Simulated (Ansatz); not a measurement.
An input for Ansatz 0.2.0 (BN):

File input.yaml:

```yaml
crystal:
  lattice:
    - [0.0, 1.813001, 1.813001]
    - [1.813001, 0.0, 1.813001]
    - [1.813001, 1.813001, 0.0]
  atoms:
    - { symbol: "N", position: [0.25, 0.25, 0.25] }
    - { symbol: B, position: [0.0, 0.0, 0.0] }
hamiltonian:
  xc: blyp
  pseudopotentials: { kind: paw }
kpoints:
  mp_grid: { grid: [12, 12, 12] }
scf:
  occupations: { method: fixed }
  n_extra_bands: 16
  mixing: { preconditioner: ldos }
phonons:
  method: dfpt
  dielectric: true
  rigid_motions: translations
  qmesh: [2, 2, 2]
  temperatures: { t_max: 1000, t_step: 100 }
  qpath:
    path:
      - [[0.0, 0.0, 0.0], [0.5, 0.0, 0.5], [0.5, 0.25, 0.75], [0.375, 0.375, 0.75], [0.0, 0.0, 0.0], [0.5, 0.5, 0.5], [0.625, 0.25, 0.625], [0.5, 0.25, 0.75], [0.5, 0.5, 0.5], [0.375, 0.375, 0.75]]
      - [[0.625, 0.25, 0.625], [0.5, 0.0, 0.5]]
    npoints: 8
```

Potentials or basis: Ansatz PAW.

Command:

```bash
$ ansatz run input.yaml --threads 1 --pin off --max-ram 2560MiB --backend cpu --events-out ev --progress --plain --runs-dir out
```

Q: Does this run start?

A: The run stopped without a result. It printed:

Output:

```text
Error: inconsistent input (scf.mixing.preconditioner, scf.occupations.method): ldos needs the smeared local DOS at the Fermi level to build its model. With no smearing kernel (method: fixed, a smearing width below the step floor, tetrahedron integration, or explicit occupations) the LDOS field is never tabulated. Use a smearing scheme with a finite width, or preconditioner: auto
```
